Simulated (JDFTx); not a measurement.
The system is InPd.

```
In Pd
1.0
     3.27188    0.00000    0.00000
     0.00000    3.27188    0.00000
     0.00000    0.00000    3.27188
In Pd
1 1
Direct
  0.00000 0.00000 0.00000
  0.50000 0.50000 0.50000
```

The cell comes from a database or a generator and needn't be the stable form of this composition.

Base run:

| Property | Result |
| --- | --- |
| Program | JDFTx 1.7.0 (patched build) |
| Functional | PBE |
| Potentials or basis | PseudoDojo-SR-PBE-0.5-standard with smoothed tails |
| Cutoff | 1116 eV |
| Density cutoff | 8925 eV |
| k mesh | 8 × 8 × 8 |
| Occupations | fermi-dirac, width 0.05 eV |
| Spin | no spin polarisation |
| Hubbard terms | Pd d U = 4 eV |

Its results: band gap on the k mesh none (metal or under the smearing width); pressure 2.9 GPa.

Q: The run is repeated on the same cell with these changes: hubbard terms from Pd d U = 4 eV to none; hubbard projectors from atomic pseudo-orbitals, not orthogonalised to none. What comes out?

A: Band gap on the k mesh none (metal or under the smearing width); pressure 3.6 GPa.

Caveats: this set's palladium file may shift the pressure by some GPa; U without spin polarisation on a metal has little footing (some runs); the U is typed as a test and isn't derived for this compound (some runs).

Not every run made on this cell is shown here.
